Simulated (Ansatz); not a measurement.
# Does disorder add resistance in series? Nb(100) layers with 50 % Pd

Two lengths of the disordered region are known. What area resistance does the third give?

Set-up. Ansatz 0.2.0, plane waves with PAW datasets at their recommended cutoffs (420 eV for most), Fermi-Dirac smearing; ballistic transmission by layer matching. The area resistance is RA = A (h/2e²)(1/T − 1/N), with T the zone-mean transmission per spin and N the lead's channels, both averaged over a few energies near the Fermi level; for magnets each spin is taken apart, with h/e², and the two conduct in parallel. Lateral cell 2x2, PBE, a fresh random draw for each length.

Results; the value marked ? is to be predicted:

| length (Å) | channels N | RA (fΩ m²) |
| --- | --- | --- |
| 6.61 | 10.95 | 1.03 |
| 13.2 | 10.93 | 2.01 |
| 19.8 | 10.96 | ? |

**Estimate by hand.**

Ohm's law makes RA linear in the length: the slope is (2.01 − 1.03)/(13.2 − 6.61) = 0.148 fΩ m² per Å, or 148 µΩ cm. Then 2.01 + 0.148 × 6.61. Predicted: 2.99 fΩ m².

What the run gave:

2.96 fΩ m², so the prediction is 1.0 % too high. The three lengths together give 146 µΩ cm. The two increments are 0.98 and 0.95 fΩ m², roughly as Ohm's law has it, though with one draw for each length that is a weak test.

Caveats: The scatterers repeat sideways with the small cell. The slope is a raw one; a model of isotropic scattering puts it 1.00 times the bulk value over these lengths. Atoms sit unrelaxed on the host's lattice, and the pair may not mix at random in practice.
